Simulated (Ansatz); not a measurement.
Band structure of CsI

```
CELL_PARAMETERS angstrom
4.56670 0.00000 0.00000
0.00000 4.56670 0.00000
0.00000 0.00000 4.56670
ATOMIC_POSITIONS crystal
Cs 0.00000 0.00000 0.00000
I 0.50000 0.50000 0.50000
```

Atoms are numbered in the order listed.

Conventional cell: a = 4.567 Å, b = 4.567 Å, c = 4.567 Å, α = 90.00°, β = 90.00°, γ = 90.00°. Around Cs (atom 1) lie 8 I at 3.95 Å. I (atom 2) has 8 Cs at 3.95 Å as nearest neighbours.

The cell is COD entry 9008790, as deposited and not checked against the literature; nothing was relaxed.

No spin–orbit coupling, which matters for the heavy atoms here.

Theory: Ansatz 0.2.0, DFT, LDA, all-electron LAPW, scalar-relativistic.

Sampling and basis: a Γ-centred 7×7×7 k mesh, Fermi–Dirac smearing of 0.01 eV, basis error target 0.25 meV/atom, no spin polarisation.

Points in fractions of the reciprocal vectors of this cell: Γ (0, 0, 0), X (0, 0.5, 0), M (0.5, 0.5, 0), R (0.5, 0.5, 0.5). The path joins them by straight lines in the order Γ–X–M–Γ–R–X–R–M; legs that retrace an earlier one aren't tabulated. Energies are in eV from the top of the valence band.

Task: Is there a gap, and where are the band edges?

Result: 3.53 eV, indirect from M (0.5, 0.5, 0) to Γ.

Task: List the levels between -5 and 5 eV at the symmetry points.

Result: 
Γ: -0.09 (×3), 3.53, 3.99 (×2)
X: -1.62, -0.25 (×2), 5.00
M: -0.87 (×2), 0.00, 4.01, 4.74
R: -1.34 (×3)
